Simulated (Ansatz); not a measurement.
## What biaxial strain +2.40 %, plane normal [110], relaxed out of plane does to InN

The parent structure is InN in the zinc blende structure (space group F-43m, No. 216; a = 5.000 Å). Axes: x, y, z lie along the cube axes.

It is then changed as follows: biaxial strain +2.40 %, plane normal [110], relaxed out of plane (Cartesian); in-plane vectors clamped, the third vector and the atoms free.

Calculations: Ansatz (a quantum-chemistry and plane-wave program) r2SCAN, spin-orbit coupling left out, earlier PAW set. Γ-centred 11×11×11 mesh, Fermi–Dirac width 0.05 eV.

```csv
quantity,base,changed,shift
volume per atom,15.62 Å³,16.10 Å³,+0.48 Å³
space group,F-43m (No. 216),Imm2 (No. 44),–
shortest interatomic distance,2.165 Å,2.179 Å,+0.014 Å
energy relative to the base (free energy F),0 meV/atom,+14 meV/atom,+14 meV/atom
"pressure (mean of the normal stresses, compression positive)",0.0 GPa,-4.0 GPa,-4.0 GPa
band gap,zero,zero,–
out-of-plane strain (rough),–,-1.72 %,–
mean in-plane stress (compression positive) (rough),–,-5.9 GPa,–
```

A biaxial case was relaxed in a doubled cell and then solved in the primitive one. Without a gap, meshes like the base's 11×11×11 leave anisotropic stresses uncertain by several tenths of a GPa, and small strain energies with them. No phonon test of stability was made. All final runs are without spin polarisation. This is not the structure that InN has at room temperature and ambient pressure. A zero or small gap of InN can be the functional's error rather than a property of the material.
